Density of states of fcc tungsten: seven questions

A density of states tells how many electron states a crystal offers in each small range of energy. A high value means that many states lie close together, not that they are all filled. Filling starts at the bottom and ends at the Fermi level, which is the zero of energy here. The values below count both spins in a cell of one tungsten atom on a face-centred cubic lattice, from a density functional calculation without spin-orbit coupling.

GPAW 26.7.0, PBE-D3(BJ) without spin polarisation or spin-orbit coupling, for fcc W: plane waves to 600 eV, 6-electron PAW data set (gpaw-data 1.2.1), Fermi-Dirac smearing 0.05 eV. The k-mesh is 11×11×11, and 16×16×16 for the density of states, which is broadened by 0.1 eV. Values are per one-atom cell, both spins, averaged over equal energy bins.

```
energy from the Fermi level (eV)  density of states (states/eV)
                          -9.833                          0.000
                          -9.167                          0.000
                          -8.500                          0.040
                          -7.833                          0.090
                          -7.167                          0.130
                          -6.500                          0.160
                          -5.833                          0.190
                          -5.167                          0.640
                          -4.500                          0.880
                          -3.833                          1.010
                          -3.167                          0.700
                          -2.500                          0.970
                          -1.833                          1.160
                          -1.167                          1.250
                          -0.500                          1.160
                           0.167                          1.160
                           0.833                          0.830
                           1.500                          1.210
                           2.167                          0.550
                           2.833                          0.670
                           3.500                          1.010
                           4.167                          0.640
                           4.833                          1.000
                           5.500                          0.640
```

1. Where are the states sparse, and where are they dense?

The first two rows are empty. From -8.5 to -5.833 eV follows a thin tail, which rises slowly and reaches only 0.19 states/eV. At -5.167 eV the density jumps to more than three times the value of the row before. From there to the end of the table it goes up and down, but even its lowest row, 0.55 states/eV at 2.167 eV, is nearly three times as high as the top of the tail.

The curve thus has two parts, a thin foot and a dense, uneven body. The Fermi level lies well inside the body. Most of what follows comes from this division.

2. Why is the foot thin and the body dense?

When atoms form a crystal, each atomic level spreads into a band. The width of the band depends on how strongly the orbital overlaps with those on neighbouring atoms, while the number of states in it is fixed by the number of orbitals. The average density is therefore simply

average density of states = number of states / width of the band

The outer s orbital of tungsten reaches far out and overlaps strongly with its neighbours. It supplies only two states per atom, counting spin, and spreads them over a very wide range. The five 5d orbitals are more compact and form narrower bands, yet they supply ten states. More states in less room give the high body of the curve.

The computed levels at the centre of the Brillouin zone, where all cells of the crystal carry the same phase, fit this picture. The lowest is a single level at -8.9 eV, followed by a triple level at -0.5 eV and a double one about 2.5 eV above the Fermi level. One s level below five d levels, split by the cubic surroundings into three and two, gives just this pattern. The names s and d rest on this pattern and on standard band theory, since the curve itself is not divided by orbital. Away from the zone centre the two kinds mix, so the border near -5.5 eV marks a change of main character and not a clean separation.

3. Can the thin foot be estimated without fitting anything?

If the s-like electrons overlap so strongly, they should move almost as if the crystal were an empty box. Their states can then be counted as those of free electrons. In a box of volume V, the number N of states with a wave number below k, counting both spins, is

N = V k³ / (3π²)

The energy E above the bottom of the band fixes k through

E = (ħ²/2m) k², with ħ²/2m = 3.81 eV Å²

where m is the mass of the free electron. The volume of the cell is 16.73 Å³. The bottom of the band is the computed level at -8.91 eV, and the foot ends at -5.5 eV, the border between two rows. This gives

E = 8.91 - 5.5 = 3.41 eV
k³ = (3.41/3.81)^(3/2) = 0.85 Å⁻³
N = 16.73 × 0.85 / (3π²) = 0.48

The five rows of the foot add up to 0.61 states/eV. Multiplied by the row width of two thirds of an eV, this is 0.41 states. An estimate with no adjusted constant thus comes within a fifth of the calculation, although its starting energy was taken from the same calculation.

The agreement is less good row by row. At -8.5 eV the table has only 0.56 of the free-electron density, while at -5.833 eV it has 0.95 of it. A low density near the bottom is what a band gives when it climbs more steeply than that of a free electron. Higher up, mixing with the d states bends the band over and packs its states more closely, so the near-perfect match at the top of the foot is partly a meeting of two opposite deviations. The computed levels support the first part: from the zone centre to the nearest wave vectors of the mesh, the lowest band climbs about one and a half times as fast as a free electron would. The second part, the role of the d states, follows from band theory and is not proved by the curve.

In the body the estimate fails, as it should. In the row that contains the Fermi level it gives 0.34 states/eV, where the calculation has 1.16. The excess comes mainly from the d states, which an empty box does not have.

4. Where do the six electrons end, and what does that say about the metal?

The calculation treats six electrons per atom as valence electrons. The foot takes up only 0.41 of them, so all the others must go into the body. They fill it roughly to the middle, and the highest filled states have neighbours at once above them. This is what makes the crystal a metal.

The Fermi level does not lie in a dip. Its row, with 1.16 states/eV, is above the average of the body. This deserves attention because tungsten in nature is body-centred cubic, and there the Fermi level lies in a deep valley between filled and empty d states. Such a valley lowers the energy, because filled states are pushed down while the states pushed up stay empty. The face-centred crystal of the table lacks this gain at the same number of electrons, which is part of the reason why tungsten prefers the other structure. Bulk tungsten in the face-centred form would not even be stable against small distortions, so the table describes a model crystal.

Tungsten serves in electronic devices as a contact and in short interconnects, normally in its body-centred form. The present curve should not be used for those parts. Nor does a high density at the Fermi level by itself mean a low resistance: it offers more states to carry current, but also more states into which electrons can be scattered, and d electrons are slow.

5. What would change with one electron fewer or one more?

Tantalum stands to the left of tungsten and has one valence electron fewer; rhenium, to the right, has one more. The simplest picture keeps the bands fixed and only changes the filling. The Fermi level then moves until the states that it passes over hold one electron. Where states are dense, a short move is enough.

Between -0.83 eV and the Fermi level the table holds 0.97 electrons. Taking one away would therefore lower the Fermi level by a little more than 0.83 eV. On the upper side, 1.13 empty states lie between the Fermi level and 1.17 eV, so an added electron would raise it by about 1 eV. The upward move is somewhat longer because the row at 0.833 eV is thinner than those just below the Fermi level.

This is a first guess at a neighbour in the same structure and not a calculation of it. A larger nuclear charge also pulls the d levels down and makes the orbitals more compact, and the volume changes too. The direction of the shift is safer than its size.

6. What would change with other settings?

Narrower rows would show more structure. The density computed at the Fermi level itself is 1.41 states/eV, which is 22 per cent above the average of its row and higher than every row of the table. A quantity that depends on the states right at the Fermi level, such as the electronic heat capacity at low temperature, calls for the value at that point. Even this value is smoothed over about 0.1 eV and depends on the set of wave vectors, so it should be tested with a denser set. A count of electrons calls for the row averages.

A smaller volume would widen the bands. The cell is held somewhat larger than this calculation would choose, for it is under a tension of about 6 GPa. If it were allowed to shrink, the d orbitals would overlap more, and the same ten states would spread over a wider range. The body of the curve would then become lower on average and longer.

Spin-orbit coupling would act on the details. In an element as heavy as tungsten it splits d levels by some tenths of an eV, and the triple level only half an eV below the Fermi level is among those that it would split. The foot and the body would remain, but the density at the Fermi level could well change. Its second digit therefore describes this calculation better than it describes the metal.

7. Which digits can be trusted?

The electrons themselves provide a test. The rows up to -0.167 eV hold 5.59 electrons, and the filled part of the next row adds 0.19. The sum is 5.78, where six should stand. Rounding of the printed values can account for at most 0.05 of the difference of 0.22; the rest may come from the way the curve was broadened and averaged, or from spreading the states of the last, partly filled row evenly. Neither has been tested. Too few wave vectors are a less likely cause, for the Fermi level is normally set so that the wave vectors in use hold all six electrons.

The count is thus right to about 4 per cent, and single rows may be worse, because errors of opposite sign cancel in a sum. The large features are safe against an error of this size. The jump at -5.167 eV is more than a factor of three, and the body is several times as dense as the foot. The second decimal of a single row carries little meaning.

The end of the table calls for the same care. Six bands hold twelve states, and the whole table contains 10.7 of them. Most of the remainder lies above the last row, so the value at 5.5 eV does not mark the top of the six bands. It may still lie close to the top of the d states, because away from the zone centre the highest of the six bands can be largely s- and p-like.

What stays open is the zigzag in the upper rows, where the density alternates between about 0.65 and 1.0 states/eV from 2.833 eV on. It may belong to the bands, or it may come from too few wave vectors or from the averaging into rows. A good rule is to add up the electrons to the Fermi level first, and then to give a peak a physical cause only if it survives a denser set of wave vectors and a finer energy scale.
